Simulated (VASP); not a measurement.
# ZnSe: convergence, self-consistent run

ZnSe, F-43m (no. 216), 2 atoms in the cell. PBE; PAW potentials Se, Zn (PBE set). VASP 6.6.1.

Wanted: energy within 0.2 meV/atom; levels at the zone centre within 0.003 eV.

What the run is for: comparing ways to start; Accuracy asked: tight.

Levels at the zone centre: counted from the valence top at that point.

POSCAR:
```
ZnSe
1.0
    0.0000000000      2.8338000000      2.8338000000
    2.8338000000      0.0000000000      2.8338000000
    2.8338000000      2.8338000000      0.0000000000
Se Zn
1 1
Direct
    0.7500000000      0.7500000000      0.7500000000
    0.0000000000      0.0000000000      0.0000000000
```

## How the run starts (with a second run first, the time holds both)

| How the run starts (with a second run first, the time holds both) | Energy less reference (meV/atom) | Levels at the zone centre, largest deviation (eV) | Time (s) |
|---|---|---|---|
| from scratch: 13 SCF iterations | 0.00 | 0.0000 | 7.4 |
| orbitals of a nearby geometry (ISTART 1): 13 + 10 SCF iterations | 0.00 | 0.0000 | 25 |
| orbitals and density of a nearby geometry: 13 + 12 SCF iterations | 0.00 | 0.0000 | 30 |
| density of a nearby geometry (ICHARG 1): 13 + 14 SCF iterations | 0.00 | 0.0001 | 31 |
| orbitals in the old basis (ISTART 2), symmetry off: 13 + 11 SCF iterations | -0.46 | 0.0002 | 88 |

## Question

For each series: keep the first row unless others stay within half of the tolerance and take at least 30 % less time, and then take the fastest.

## Answer

- How the run starts (with a second run first, the time holds both): from scratch: 13 SCF iterations

The chosen settings are those of the reference run.

Values of the reference run: Levels at the zone centre: 0, 0, 1.289 eV from the valence top at Gamma.

## The input

INCAR:
```
GGA = PE
ISMEAR = 0
SIGMA = 0.03
LWAVE = F
LCHARG = F
ISIF = 2
PREC = Accurate
LASPH = T
LREAL = F
ALGO = Normal
EDIFF = 1E-6
NELM = 120
GGA_COMPAT = F
ENCUT = 400
EFERMI = MIDGAP
```

KPOINTS:
```
k-points
0
Gamma
  7 7 7
```

Commands:
```
cat potpaw_PBE.64/Se/POTCAR potpaw_PBE.64/Zn/POTCAR > POTCAR
mpirun -np 1 vasp_std > vasp.out
```

The chosen input took VASP 6.6.1 7.4 s on 1 core (Intel Xeon Platinum 8375C @ 2.90GHz (Ice Lake)), a shared host.

## An input that fails: restart asked without its files

VASP's message: ERROR: charge density could not be read from file CHGCAR for ICHARG>10.

Changes against the starting input:
```
- NELM = 120
+ NELM = 60
+ ICHARG = 11
```
